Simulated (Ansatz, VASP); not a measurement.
One calculation of Cu, two programs

```
CELL_PARAMETERS angstrom
0.00000 1.75912 1.75912
1.75912 0.00000 1.75912
1.75912 1.75912 0.00000
ATOMIC_POSITIONS crystal
Cu 0.00000 0.00000 0.00000
```

Alike in both runs: functional LDA; k mesh 20 × 20 × 20; occupations gaussian, width 0.1 eV; no spin polarisation.

Ansatz relaxed the structure, and its values are those at the end. VASP's run is a single point on that final structure, the one shown.

|  | VASP | Ansatz |
| --- | --- | --- |
| version | VASP 6.6.1 | Ansatz 0.2.0 |
| potentials or method | VASP PAW LDA potentials, release 64 (Cu) | scalar-relativistic, plane waves, PAW |
| plane-wave cutoff (eV) | 520 | 420 |
| valence electrons in the cell | 11 | 19 |

Ansatz gave:

| Quantity | Value |
| --- | --- |
| gap on the k mesh at the Fermi level (eV) | none |
| pressure (GPa) | 0.0 |

Question: Which values does VASP return?

Answer: gap on the k mesh at the Fermi level (eV): none; pressure (GPa): 0.9.

A gap of «none» marks a metal or a gap that the smearing closes. The two sets of potentials don't hold the same shells in valence.
